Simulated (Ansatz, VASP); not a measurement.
Pd: VASP beside Ansatz

```
CELL_PARAMETERS angstrom
0.00000 2.98094 2.98094
2.98094 0.00000 2.98094
2.98094 2.98094 0.00000
ATOMIC_POSITIONS crystal
Pd 0.12500 0.12500 0.12500
Pd 0.87500 0.87500 0.87500
```

Alike in both runs: task single point; functional PBE; k mesh 11 × 11 × 11; occupations fermi-dirac, width 0.1 eV; no spin polarisation.

|  | VASP | Ansatz |
| --- | --- | --- |
| version | VASP 6.6.1 | Ansatz 0.2.0 |
| potentials or method | VASP PAW PBE potentials, release 64 (Pd) | plane waves (420 eV) with PAW, scalar-relativistic |
| plane-wave cutoff (eV) | 520 | 420 |
| valence electrons in the cell | 20 | 36 |

|  | VASP | Ansatz | Ansatz less VASP |
| --- | --- | --- | --- |
| pressure (GPa) | -4.3 | -4.1 | +0.18 |

The two sets of potentials don't hold the same shells in valence.
